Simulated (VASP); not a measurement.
BAs:

```xyz
2
Lattice="0.0000 2.3885 2.3885 2.3885 0.0000 2.3885 2.3885 2.3885 0.0000" Properties=species:S:1:pos:R:3 pbc="T T T"
As    3.5827    3.5827    3.5827
B     0.0000    0.0000    0.0000
```

Base run:

```yaml
Program: VASP 6.6.1
Functional: PBE
Potentials_or_basis: VASP PAW PBE potentials, release 64 (As, B)
Cutoff: 520 eV
k_mesh: 10 × 10 × 10
Occupations: fermi-dirac, width 0.05 eV
Spin: no spin polarisation
```

Its results: band gap on the k mesh 1.18 eV, indirect (least direct gap 3.28 eV).

Problem. The run is repeated on the same cell with these changes: functional from PBE to PBEsol; further incar settings from ALGO = Fast; EDIFF = 1e-07 to ALGO = Normal; EDIFF = 1e-07. What comes out?

Solution. Band gap on the k mesh 1.08 eV, indirect (least direct gap 3.24 eV).
